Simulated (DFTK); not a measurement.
The system is Si.

```
Si
1.0
     2.62054    0.00000    0.00000
    -1.31027    2.26946    0.00000
     0.00000    0.00000    2.46635
Si
1
Direct
  0.00000 0.00000 0.00000
```

This isn't the form of Si at room conditions, which is diamond.

- Program: DFTK 0.8.2
- Task: single point
- Functional: PBEsol
- Potentials or basis: dojo.nc.sr.pbesol.v0_4_1.standard.upf (PBEsol)
- Cutoff: 653 eV
- k mesh: 12 × 12 × 11
- Occupations: fermi-dirac, width 0.05 eV
- Spin: no spin polarisation

On this cell: pressure 0.5 GPa; band gap on the k mesh none (metal or under the smearing width).

The same run follows on a disturbed copy (cell strained at random at fixed volume):

```
CELL_PARAMETERS angstrom
2.60449 0.00517 -0.01146
-1.29777 2.25828 -0.00872
-0.01078 -0.01570 2.49115
ATOMIC_POSITIONS crystal
Si 0.98790 0.98721 0.98432
```

Q: What does the disturbed cell give?

A: The energy (extrapolated to zero smearing) moves by -0.9 meV/atom; pressure 0.3 GPa; band gap on the k mesh none (metal or under the smearing width).

Stress tensor (GPa, compression positive):
```
 0.94 -0.44  0.89
-0.44  0.43  1.32
 0.89  1.32 -0.35
```
